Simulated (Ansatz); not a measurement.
# HfO2 (P2_1/c): the host for defect calculations, part 2 of 2

Aim: the runs on the perfect crystal HfO2 (P2_1/c) that a defect calculation needs first.

Ansatz 0.2.0; plane-wave PAW DFT, r2SCAN; relaxation of the host's cell and atoms; PAW set soft_1 (the session's first sound run).

So far. Step 3 (Dielectric tensors of the host): The principal values of the electronic dielectric tensor are 4.68, 5.06 and 5.09. The principal values of the static dielectric tensor are 15.30, 19.46 and 21.76.

## 4. Defect free supercell relaxed in its symmetry

This cell, the one that will hold the defects, is built from the relaxed host. Its coarser k-points can move the atoms a little, so it is relaxed from the symmetric sites, as the reference for the test of stability.

This step: plane-wave PAW DFT, r2SCAN; relaxation of the defect-free supercell in its symmetry; PAW set soft_1 (Ansatz 0.2.0).

System of this step: HfO2 (P2_1/c). The cell holds 96 atoms: 32 Hf and 64 O. Cell: a = 10.229 Å, b = 10.363 Å, c = 10.593 Å, α = 90.0°, β = 99.5°, γ = 90.0°.

File pristine.symmetric/input.yaml:

```yaml
crystal:
  lattice:
    - [10.2294504898, 0.0, 0.0087819208]
    - [0.0, 10.3626286749, 0.0]
    - [-1.7504376039, 0.0, 10.4476751421]
  atoms:
    - { symbol: Hf, position: [0.1380886692, 0.2290864202, 0.3541307092] }
    - { symbol: Hf, position: [0.3619113308, 0.4790864202, 0.3958692908] }
    - { symbol: Hf, position: [0.3619113308, 0.2709135798, 0.1458692908] }
    - { symbol: Hf, position: [0.1380886692, 0.0209135798, 0.1041307092] }
    - { symbol: O, position: [0.2239984862, 0.3711857871, 0.4892109611] }
    - { symbol: O, position: [0.2760015138, 0.1211857871, 0.2607890389] }
    - { symbol: O, position: [0.2760015138, 0.1288142129, 0.0107890389] }
    - { symbol: O, position: [0.2239984862, 0.3788142129, 0.2392109611] }
    - { symbol: O, position: [0.0349713344, 0.1667376796, 0.1721316082] }
    - { symbol: O, position: [0.4650286656, 0.4167376796, 0.0778683918] }
    - { symbol: O, position: [0.4650286656, 0.3332623204, 0.3278683918] }
    - { symbol: O, position: [0.0349713344, 0.0832623204, 0.4221316082] }
    - { symbol: Hf, position: [0.1380886692, 0.2290864202, 0.8541307092] }
    - { symbol: Hf, position: [0.3619113308, 0.4790864202, 0.8958692908] }
    - { symbol: Hf, position: [0.3619113308, 0.2709135798, 0.6458692908] }
    - { symbol: Hf, position: [0.1380886692, 0.0209135798, 0.6041307092] }
    - { symbol: O, position: [0.2239984862, 0.3711857871, 0.9892109611] }
    - { symbol: O, position: [0.2760015138, 0.1211857871, 0.7607890389] }
    - { symbol: O, position: [0.2760015138, 0.1288142129, 0.5107890389] }
    - { symbol: O, position: [0.2239984862, 0.3788142129, 0.7392109611] }
    - { symbol: O, position: [0.0349713344, 0.1667376796, 0.6721316081] }
    - { symbol: O, position: [0.4650286656, 0.4167376796, 0.5778683919] }
    - { symbol: O, position: [0.4650286656, 0.3332623204, 0.8278683919] }
    - { symbol: O, position: [0.0349713344, 0.0832623204, 0.9221316082] }
    - { symbol: Hf, position: [0.1380886692, 0.7290864202, 0.3541307092] }
    - { symbol: Hf, position: [0.3619113308, 0.9790864202, 0.3958692908] }
    - { symbol: Hf, position: [0.3619113308, 0.7709135798, 0.1458692908] }
    - { symbol: Hf, position: [0.1380886692, 0.5209135798, 0.1041307092] }
    - { symbol: O, position: [0.2239984862, 0.8711857871, 0.4892109611] }
    - { symbol: O, position: [0.2760015138, 0.6211857871, 0.2607890389] }
[... 60 atom lines left out ...]
    - { symbol: O, position: [0.7760015138, 0.6288142129, 0.5107890389] }
    - { symbol: O, position: [0.7239984862, 0.8788142129, 0.7392109611] }
    - { symbol: O, position: [0.5349713344, 0.6667376796, 0.6721316081] }
    - { symbol: O, position: [0.9650286656, 0.9167376796, 0.5778683919] }
    - { symbol: O, position: [0.9650286656, 0.8332623204, 0.8278683919] }
    - { symbol: O, position: [0.5349713344, 0.5832623204, 0.9221316082] }
basis:
  ecutwfc: 500
  xc_grid: 2
hamiltonian:
  xc: r2scan
  pseudopotentials: { kind: paw, azcp: { folder: soft_1 } }
kpoints:
  mp_grid: { grid: [1, 1, 1] }
scf:
  occupations: { method: fermi_dirac, width: 0.01 }
  max_iter: 100
  lower_state_search: "off"
output:
  forces: true
relax:
  f_tol: 0.015
  max_steps: 60
  escape_saddle: false
checkpoint:
  write: "../pristine.symmetric.run"
  compress: false
  write_wavefunctions: false
  write_every: 100000
```

On the command line:

```sh
$ ansatz run input.yaml --threads 32 --pin off --max-ram 131891MiB --backend cuda --events-out ev --progress --plain --runs-dir out
```

Numbers of over 12 decimals in the logs are rounded to 6 here.

Output:

```text
[...]
device memory: the entry about to start is reckoned to put 5.0 GiB on a device that reports 182.5 GiB free
GPU FFT provider: cuFFT
GPU libraries: cuBLAS 13.8.1, cuFFT 12.4.0, cuSOLVER 12.3.2
GPU matrix products: emulated (plane waves: as basis.precision tells), large ones in fixed point in workspaces of 1.00 GiB
Crystal: 96 atoms, lattice volume = 1107.655 Å³
Basis set: ecut = 500 eV, 28081 PW (Γ), exchange–correlation on 150×160×160 points (8 copies of the dense FFT grid, shifted against one another)
Bands: 730, of which v1, the nominal top of the filled ones, is band 608 counted from 1 (607 counted from 0)
Symmetry: 32 space group operations
[...]
k-points: 1
[...]
GPU buffer pool allocated for 480000 grid points (all kernels)
GPU transforms: local potential: pruned to the plane-wave sphere, on 75×75×80; band sums: pruned to the plane-wave sphere, on 75×80×80
[...]
SCF iter   1: F=-540044.301247 eV  HF=-540078.109117 eV  |Δ(HF+E_count)|=         —  Δρ=8.88e-2  dr2=6.76e1  dr2_τ=5.20e0  Hψ=2195
[...]
SCF iter   3: F=-540065.360828 eV  HF=-540070.040970 eV  |Δ(HF+E_count)|=   4.96e-1  Δρ=2.25e-2  dr2=4.81e0  dr2_τ=5.22e-1  Hψ=1104
automatic band count: iteration 3 solves 705 bands in place of 730: the levels show a gap, and the empty bands left out lie too high to hold charge; the band table lists the bands solved (type scf.n_extra_bands for more)
SCF iter   4: F=-540068.796286 eV  HF=-540068.664134 eV  |Δ(HF+E_count)|=    1.38e0  Δρ=7.31e-3  dr2=4.29e-1  dr2_τ=2.91e-2  Hψ=1238
[...]
SCF iter  10: F=-540068.822313 eV  HF=-540068.822313 eV  |Δ(HF+E_count)|=   4.56e-6  Δρ=1.09e-5  dr2=1.10e-6  dr2_τ=1.75e-7  Hψ=2571
SCF 1 converged in 10 iterations: F = -540068.822313 eV  dr2 = 1.10e-6
[...]
relax step   1: F+E_penalty+E_count = -540068.82231293 eV  Δ(F+E_penalty+E_count) = +0.000e0 eV  max|allowed force component| = 9.155e-3 eV/Å  Δτ_max = 0.0000 Å  (10 SCF iters, dr2 threshold 5.63e-6 eV, accepted)
[...]
SCF iter   4: F=-540068.822313 eV  HF=-540068.822313 eV  |Δ(HF+E_count)|=   3.43e-8  Δρ=8.22e-7  dr2=1.20e-8  dr2_τ=4.45e-10  Hψ=2488
SCF 2 converged in 4 iterations: F = -540068.822313 eV  dr2 = 1.20e-8
relax step   2: F+E_penalty+E_count = -540068.82231305 eV  Δ(F+E_penalty+E_count) = -1.262e-7 eV  max|allowed force component| = 9.189e-3 eV/Å  Δτ_max = 0.0000 Å  (4 SCF iters, accepted)
[...]
SCF iter   2: F=-540068.822313 eV  HF=-540068.822313 eV  |Δ(HF+E_count)|=   1.98e-9  Δρ=7.02e-7  dr2=7.14e-9  dr2_τ=3.03e-10  Hψ=1917
SCF 3 converged in 2 iterations: F = -540068.822313 eV  dr2 = 7.14e-9
SCF converged after 2 iterations
Free energy (F): -540068.822313 eV
[...]
Internal energy: -540068.822313 eV  (E = F + TS)
E sigma→0 (E₀):  -540068.822313 eV
Fermi energy:    14.893559 eV
[...]
--- Forces (eV/Å), atoms counted from 1 ---
  atom   1  Hf    -0.00621753    -0.00919331    -0.00422727
  atom   2  Hf     0.00621753    -0.00919331     0.00422727
  atom   3  Hf     0.00621753     0.00919331     0.00422727
  atom   4  Hf    -0.00621753     0.00919331    -0.00422727
  atom   5  O     -0.00678845    -0.00238227    -0.00369237
  atom   6  O      0.00678845    -0.00238227     0.00369237
  [... 90 more lines of this table ...]
  max |Σ_I F_I| component: 4.68e-17 eV/Å
--- Relaxed structure (2 steps of the walk, 2 accepted, 0 SCFs on fresh bases) ---
  F+E_penalty+E_count = -540068.82231305 eV   max|allowed force component| = 9.189e-3 eV/Å
  atoms:
    - { symbol: Hf, position: [0.138089, 0.229086, 0.354131] }
    - { symbol: Hf, position: [0.3619113308, 0.4790864202, 0.395869] }
    - { symbol: Hf, position: [0.361911, 0.2709135798, 0.145869] }
    - { symbol: Hf, position: [0.138089, 0.0209135798, 0.104131] }
    - { symbol: O, position: [0.223998, 0.3711857871, 0.489211] }
    - { symbol: O, position: [0.276002, 0.1211857871, 0.260789] }
  [... 90 more lines of this table ...]
```

Elapsed: 2.7 s, on 1 × NVIDIA GB200 with 32 threads of Arm Neoverse V2, shared host; peak memory 1.4 GiB.

Hardly anything moved in the relaxation; the energy changed by under 0.2 meV an atom.

## 5. Defect free supercell relaxed from displaced atoms

This step: plane-wave PAW DFT, r2SCAN; relaxation of the defect-free supercell from random displacements, a test of the host's stability; PAW set soft_1 (Ansatz 0.2.0).

pristine.rattled/input.yaml, as its differences from pristine.symmetric/input.yaml of step 4:

```diff
@@ -59,6 +59,6 @@
   f_tol: 0.015
-  max_steps: 60
-  escape_saddle: false
+  max_steps: 120
+  random_displacement: { amplitude: 0.06, seed: 2914 }
 checkpoint:
-  write: "../pristine.symmetric.run"
+  write: "../pristine.rattled.run"
   compress: false
```

Output:

```text
[...]
Crystal: 96 atoms, lattice volume = 1107.655 Å³
Basis set: ecut = 500 eV, 28081 PW (Γ), exchange–correlation on 150×160×160 points (8 copies of the dense FFT grid, shifted against one another)
Bands: 730, of which v1, the nominal top of the filled ones, is band 608 counted from 1 (607 counted from 0)
Symmetry: 1 space group operations
k-points: 1
[...]
SCF iter   1: F=-540040.753277 eV  HF=-540075.548529 eV  |Δ(HF+E_count)|=         —  Δρ=8.92e-2  dr2=6.88e1  dr2_τ=5.29e0  Hψ=2163
[...]
SCF iter   3: F=-540062.298214 eV  HF=-540067.059497 eV  |Δ(HF+E_count)|=   5.65e-1  Δρ=2.27e-2  dr2=4.90e0  dr2_τ=5.35e-1  Hψ=1104
[...]
SCF 1 converged in 11 iterations: F = -540065.833012 eV  dr2 = 8.04e-7
[...]
relax step   1: F+E_penalty+E_count = -540065.83301162 eV  Δ(F+E_penalty+E_count) = +0.000e0 eV  max|allowed force component| = 2.351e0 eV/Å  Δτ_max = 0.0000 Å  (11 SCF iters, dr2 threshold 5.63e-6 eV, accepted)
[...]
relax step   2: F+E_penalty+E_count = -540067.55061221 eV  Δ(F+E_penalty+E_count) = -1.718e0 eV  max|allowed force component| = 1.353e0 eV/Å  Δτ_max = 0.1262 Å  (7 SCF iters, dr2 threshold 1.00e-4 eV, accepted)
relax step   3: F+E_penalty+E_count = -540068.81846415 eV  Δ(F+E_penalty+E_count) = -1.268e0 eV  max|allowed force component| = 6.566e-2 eV/Å  Δτ_max = 0.0985 Å  (7 SCF iters, dr2 threshold 1.00e-4 eV, accepted)
relax step   4: F+E_penalty+E_count = -540068.82259881 eV  Δ(F+E_penalty+E_count) = -4.135e-3 eV  max|allowed force component| = 5.618e-3 eV/Å  Δτ_max = 0.0116 Å  (7 SCF iters, dr2 threshold 2.69e-7 eV, accepted)
[...]
SCF iter   2: F=-540068.822599 eV  HF=-540068.822599 eV  |Δ(HF+E_count)|=   2.67e-8  Δρ=2.29e-6  dr2=4.90e-8  dr2_τ=3.90e-9  Hψ=2414
SCF 5 converged in 2 iterations: F = -540068.822599 eV  dr2 = 4.90e-8
[...]
relax step   5: F+E_penalty+E_count = -540068.82259884 eV  Δ(F+E_penalty+E_count) = -2.922e-8 eV  max|allowed force component| = 5.644e-3 eV/Å  Δτ_max = 0.0000 Å  (2 SCF iters, accepted)
[...]
SCF iter   1: F=-540068.822599 eV  HF=-540068.822599 eV  |Δ(HF+E_count)|=         —  Δρ=2.29e-6  dr2=4.91e-8  dr2_τ=3.90e-9  Hψ=2889
[...]
SCF iter   2: F=-540068.822599 eV  HF=-540068.822599 eV  |Δ(HF+E_count)|=   1.63e-8  Δρ=1.46e-6  dr2=2.38e-8  dr2_τ=9.34e-10  Hψ=1758
SCF 6 converged in 2 iterations: F = -540068.822599 eV  dr2 = 2.38e-8
SCF converged after 2 iterations
Free energy (F): -540068.822599 eV
[...]
Internal energy: -540068.822599 eV  (E = F + TS)
E sigma→0 (E₀):  -540068.822599 eV
Fermi energy:    14.890756 eV
[...]
--- Forces (eV/Å), atoms counted from 1 ---
  atom   1  Hf    -0.00030832    -0.00189226     0.00164093
  atom   2  Hf    -0.00030989    -0.00375124    -0.00077641
  atom   3  Hf    -0.00017296     0.00217512     0.00042036
  atom   4  Hf     0.00012511     0.00565939     0.00090141
  atom   5  O      0.00098963     0.00041808     0.00059270
  atom   6  O     -0.00036618     0.00131132    -0.00038415
  [... 90 more lines of this table ...]
  max |Σ_I F_I| component: 3.03e-3 eV/Å
--- Relaxed structure (5 steps of the walk, 5 accepted, 0 SCFs on fresh bases) ---
  F+E_penalty+E_count = -540068.82259884 eV   max|allowed force component| = 5.644e-3 eV/Å
  atoms:
    - { symbol: Hf, position: [0.137606, 0.229249, 0.353765] }
    - { symbol: Hf, position: [0.361434, 0.479250, 0.395544] }
    - { symbol: Hf, position: [0.361449, 0.271221, 0.145535] }
    - { symbol: Hf, position: [0.137629, 0.021209, 0.103774] }
    - { symbol: O, position: [0.223414, 0.371401, 0.488813] }
    - { symbol: O, position: [0.275631, 0.121396, 0.260488] }
  [... 90 more lines of this table ...]
```

The job ended after 5 s (1 × NVIDIA GB200 with 32 threads; peak memory 1.4 GiB).

Relaxation path:

```csv
step,energy less that of the first step (eV),largest force component (eV/Å)
1,0.0000,2.3512
2,-1.7176,1.3533
3,-2.9855,0.0657
4,-2.9896,0.0056
5,-2.9896,0.0056
```

The relaxation ends 31 meV an atom lower than the displaced start, with a largest force component of 0.0056 eV/Å.

## 6. Host on a dense mesh

This step: plane-wave PAW DFT, r2SCAN; single point of the defect-free host, a test of the k-point sampling; PAW set soft_1 (Ansatz 0.2.0).

System of this step: HfO2 (P2_1/c). The structure is monoclinic, space group P2_1/c (No. 14). The conventional cell has a = 5.115 Å, b = 5.181 Å, c = 5.297 Å, α = 90.00°, β = 99.46°, γ = 90.00°. Nearest to Hf lie 7 O at 2.04 to 2.25 Å. Nearest to O lie 4 Hf at 2.14 to 2.25 Å. Nearest to O lie 3 Hf at 2.04 to 2.14 Å. Farther neighbours and most contacts between anions are not listed.

File dense/input.yaml:

```yaml
crystal:
  lattice:
    - [5.1147252449, 0.0, 0.0043909604]
    - [0.0, 5.1813143374, 0.0]
    - [-0.8752188019, 0.0, 5.2238375711]
  atoms:
    - { symbol: Hf, position: [0.2761773384, 0.4581728403, 0.7082614185] }
    - { symbol: Hf, position: [0.7238226616, 0.9581728403, 0.7917385815] }
    - { symbol: Hf, position: [0.7238226616, 0.5418271597, 0.2917385815] }
    - { symbol: Hf, position: [0.2761773384, 0.0418271597, 0.2082614185] }
    - { symbol: O, position: [0.4479969725, 0.7423715742, 0.9784219222] }
    - { symbol: O, position: [0.5520030275, 0.2423715742, 0.5215780778] }
    - { symbol: O, position: [0.5520030275, 0.2576284258, 0.0215780778] }
    - { symbol: O, position: [0.4479969725, 0.7576284258, 0.4784219222] }
    - { symbol: O, position: [0.0699426689, 0.3334753591, 0.3442632163] }
    - { symbol: O, position: [0.9300573311, 0.8334753591, 0.1557367837] }
    - { symbol: O, position: [0.9300573311, 0.6665246409, 0.6557367837] }
    - { symbol: O, position: [0.0699426689, 0.1665246409, 0.8442632163] }
basis:
  ecutwfc: 500
  xc_grid: 2
hamiltonian:
  xc: r2scan
  pseudopotentials: { kind: paw, azcp: { folder: soft_1 } }
kpoints:
  mp_grid: { grid: [6, 6, 6] }
scf:
  occupations: { method: fermi_dirac, width: 0.01 }
  max_iter: 100
  lower_state_search: "off"
checkpoint:
  write: "../dense.run"
  compress: false
  write_wavefunctions: false
  write_every: 100000
```

Output:

```text
[...]
GPU FFT provider: cuFFT
GPU libraries: cuBLAS 13.8.1, cuFFT 12.4.0, cuSOLVER 12.3.2
[...]
Crystal: 12 atoms, lattice volume = 138.457 Å³
Basis set: ecut = 500 eV, 3535 PW (Γ), exchange–correlation on 80×80×80 points (8 copies of the dense FFT grid, shifted against one another)
Bands: 88, of which v1, the nominal top of the filled ones, is band 76 counted from 1 (75 counted from 0)
Symmetry: 4 space group operations
[...]
k-points: 80 of 216
[...]
GPU buffer pool allocated for 64000 grid points (all kernels)
GPU transforms: local potential and band sums: pruned to the plane-wave sphere, on 40×40×40
[...]
SCF iter   1: F=-67505.564801 eV  HF=-67509.801358 eV  |Δ(HF+E_count)|=         —  Δρ=8.88e-2  dr2=8.44e0  dr2_τ=6.45e-1  Hψ=22226
[...]
SCF iter  11: F=-67508.634752 eV  HF=-67508.634752 eV  |Δ(HF+E_count)|=   7.72e-8  Δρ=2.43e-6  dr2=7.70e-9  dr2_τ=2.64e-10  Hψ=14583
SCF 1 converged in 11 iterations: F = -67508.634752 eV  dr2 = 7.70e-9
[...]
SCF converged after 11 iterations
Free energy (F): -67508.634752 eV
[...]
Internal energy: -67508.634752 eV  (E = F + TS)
E sigma→0 (E₀):  -67508.634752 eV
Fermi energy:    14.892710 eV
[...]
```

It took 2.3 s on 1 × NVIDIA GB200 with 32 threads; peak memory 1.1 GiB; 5.5 s of CPU time.

## 7. Defect free supercell at the zone centre

The supercell is run at the zone centre, to see how far that sampling misses the dense mesh.

System of this step: HfO2 (P2_1/c). The cell holds 96 atoms: 32 Hf and 64 O. Its edges and angles: a = 10.229 Å, b = 10.363 Å, c = 10.593 Å, α = 90.0°, β = 99.5°, γ = 90.0°.

pristine.sampling_gamma/input.yaml, as its differences from pristine.rattled/input.yaml of step 5:

```diff
@@ -55,10 +55,4 @@
   lower_state_search: "off"
-output:
-  forces: true
-relax:
-  f_tol: 0.015
-  max_steps: 120
-  random_displacement: { amplitude: 0.06, seed: 2914 }
 checkpoint:
-  write: "../pristine.rattled.run"
+  write: "../pristine.sampling_gamma.run"
   compress: false
```

Output:

```text
[...]
GPU FFT provider: cuFFT
GPU libraries: cuBLAS 13.8.1, cuFFT 12.4.0, cuSOLVER 12.3.2
[...]
Crystal: 96 atoms, lattice volume = 1107.655 Å³
Basis set: ecut = 500 eV, 28081 PW (Γ), exchange–correlation on 150×160×160 points (8 copies of the dense FFT grid, shifted against one another)
Bands: 704, of which v1, the nominal top of the filled ones, is band 608 counted from 1 (607 counted from 0)
Symmetry: 32 space group operations
[...]
k-points: 1
[...]
GPU buffer pool allocated for 480000 grid points (all kernels)
[...]
SCF iter   1: F=-540044.265292 eV  HF=-540078.108269 eV  |Δ(HF+E_count)|=         —  Δρ=8.88e-2  dr2=6.77e1  dr2_τ=5.19e0  Hψ=2149
[...]
SCF iter  11: F=-540068.822313 eV  HF=-540068.822313 eV  |Δ(HF+E_count)|=   4.76e-7  Δρ=3.24e-6  dr2=8.57e-8  dr2_τ=1.23e-8  Hψ=1801
SCF 1 converged in 11 iterations: F = -540068.822313 eV  dr2 = 8.57e-8
[...]
SCF converged after 11 iterations
Free energy (F): -540068.822313 eV
[...]
Internal energy: -540068.822313 eV  (E = F + TS)
E sigma→0 (E₀):  -540068.822313 eV
Fermi energy:    14.893552 eV
[...]
```

It took 2.6 s on 1 × NVIDIA GB200 with 32 threads; peak memory 1.4 GiB.

## 8. Results

```yaml
primitive_cell_vectors_lengths: 5.115, 5.181, 5.297 Å
electronic_dielectric_constant: principal values (4.68, 5.06, 5.09)
static_dielectric_constant: principal values (15.30, 19.46, 21.76)
gap_on_the_k_mesh_of_the_response_run_pbesol: 4.04 eV
supercell_relaxed_in_its_symmetry_less_the_displaced_and_relaxed_one: 0.000 eV
energy_an_atom_at_the_zone_centre_alone_less_that_on_the_dense_mesh: 0.003 eV
```

Step 5: The energy fell by 2.990 eV from the randomly displaced start; the atoms end within 0.005 Å of the sites as typed, once the mean shift is taken out. The displaced cell ends within 0.01 eV of the symmetric one relaxed in its symmetry, so no lower structure shows in this supercell. The k-mesh can miss the band edges, so this gap is an upper bound at this level. All at zero temperature.

[Logs are printed without paths, hosts, clocks, repeated set-up lines and the standing remarks that a program may print on its own settings, such as how far it seeks lower states.]

[Hosts, paths, dates, database ids (printed as entryN), source tags and the programs' standing remarks are cut or masked in the printed files.]

[Runs of the host that timed out are not shown.]

[For some hosts the program warned that the k-mesh of the response run may be too coarse for force constants and the static dielectric constant; such warnings are not always shown.]
